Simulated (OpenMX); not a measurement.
Runs of OpenMX 3.8.5 on Pd. It takes space group P6_3/mmc (No. 194, hexagonal). Conventional cell: a = 2.895 Å, b = 2.895 Å, c = 4.629 Å, α = 90.00°, β = 90.00°, γ = 120.00°. Pd (site symmetry -6m2) has 12 Pd at 2.85 to 2.90 Å as nearest neighbours. This isn't the form of Pd at room conditions, which is fcc.

```tsv
cell	gap on the mesh (eV)	pressure (GPa)
P6_3/mmc, 16.8 Å³/atom	none	-8.7
P6_3/mmc, 15.53 Å³/atom	none	(a)
P6_3/mmc, 14.92 Å³/atom	none	(b)
P6_3/mmc, 14.31 Å³/atom	none	21.0
P6_3/mmc, 16.16 Å³/atom	none	-3.9
```

Alike in all rows: task single point; level PBE; potentials or basis OpenMX 2013 PBE set, Pd7.0-s3p2d2, grid cutoff 400 Ry; no spin polarisation; k mesh 9 × 9 × 5; smearing fermi-dirac 0.05 eV.

**Question.** Estimate the missing entries.

**Answer.** (a) 2.4; (b) 10.5.

Caveats: the basis of atomic orbitals isn't converged, which shifts pressures, moduli and gaps.

A k mesh can miss the band edges, and the runs leave out spin-orbit coupling on Pd.

A gap of «none» marks a metal or a gap under the smearing width.
